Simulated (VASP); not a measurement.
A run of VASP 6.6.1 is set up as follows.

File POSCAR:

```
MgF2
1.0
    4.6190100000      0.0000000000      0.0000000000
    0.0000000000      4.6267800000      0.0000000000
    0.0000000000      0.0000000000      3.0516200000
Mg F
2 4
Direct
    0.5000000000      0.5000000000      0.5000000000
    0.0000000000      0.0000000000      0.0000000000
    0.8030000000      0.1967300000      0.5000000000
    0.1970000000      0.8032700000      0.5000000000
    0.3030000000      0.3032700000      0.0000000000
    0.6970000000      0.6967300000      0.0000000000
```

File INCAR.step1:

```
SYSTEM = MgF2
PREC = Accurate ; ENCUT = 520
EDIFF = 1E-5 ; ISMEAR = 0
SIGMA = 0.02 ; LREAL = .FALSE.
LASPH = .TRUE. ; NELM = 100
ALGO = Normal ; ISIF = 2
LWAVE = .TRUE. ; LCHARG = .FALSE.
NBANDS = 25 ; GGA = PE
```

INCAR.step2

```
SYSTEM = MgF2
PREC = Accurate ; ENCUT = 520
EDIFF = 1E-6 ; ISMEAR = 0
SIGMA = 0.02 ; LREAL = .FALSE.
LASPH = .TRUE. ; NELM = 100
ALGO = Normal ; ISIF = 2
LWAVE = .FALSE. ; LCHARG = .FALSE.
GGA = PE ; LHFCALC = .TRUE.
HFSCREEN = 0.2 ; PRECFOCK = Fast
NBANDS = 25 ; ISTART = 1
```

KPOINTS

```
Automatic mesh
0
G
  4 4 6
  0 0 0
```

KPOINTS_OPT

```
path GXSYGZURTZ,YT,UX,SR
10
line-mode
reciprocal
 0.0000000000  0.0000000000  0.0000000000  G
 0.0000000000  0.0000000000  0.5000000000  X

 0.0000000000  0.0000000000  0.5000000000  X
 0.5000000000  0.0000000000  0.5000000000  S

 0.5000000000  0.0000000000  0.5000000000  S
 0.5000000000  0.0000000000  0.0000000000  Y

 0.5000000000  0.0000000000  0.0000000000  Y
 0.0000000000  0.0000000000  0.0000000000  G

 0.0000000000  0.0000000000  0.0000000000  G
 0.0000000000  0.5000000000  0.0000000000  Z

 0.0000000000  0.5000000000  0.0000000000  Z
 0.0000000000  0.5000000000  0.5000000000  U

 0.0000000000  0.5000000000  0.5000000000  U
 0.5000000000  0.5000000000  0.5000000000  R

 0.5000000000  0.5000000000  0.5000000000  R
 0.5000000000  0.5000000000  0.0000000000  T

 0.5000000000  0.5000000000  0.0000000000  T
 0.0000000000  0.5000000000  0.0000000000  Z

 0.5000000000  0.0000000000  0.0000000000  Y
 0.5000000000  0.5000000000  0.0000000000  T

 0.0000000000  0.5000000000  0.5000000000  U
 0.0000000000  0.0000000000  0.5000000000  X

 0.5000000000  0.0000000000  0.5000000000  S
 0.5000000000  0.5000000000  0.5000000000  R
```

Potentials or basis: VASP PAW PBE potentials, release 64 (Mg, F).

Launch:

```sh
$ cat potpaw_PBE.64/Mg/POTCAR potpaw_PBE.64/F/POTCAR > POTCAR
$ cp INCAR.step1 INCAR
$ mpirun -np 1 vasp_std > vasp.out
$ cp INCAR.step2 INCAR
$ mpirun -np 1 vasp_std > vasp.out
```

Predict the band gap on the k mesh.

9.42 eV, direct.

Estimate the largest force.

0.008 eV/Å.

Estimate the band gap along the path.

9.42 eV, direct.

Predict the pressure.

0.5 GPa.

Forces in eV/Å, atoms in the order of the input:
```
Mg   0.000  0.000  0.000
Mg   0.000  0.000  0.000
F    0.006 -0.006  0.000
F   -0.006  0.006  0.000
F    0.006  0.006  0.000
F   -0.006 -0.006  0.000
```

Caveat: the PAW data sets were made with another functional, which shifts forces and pressure a little.
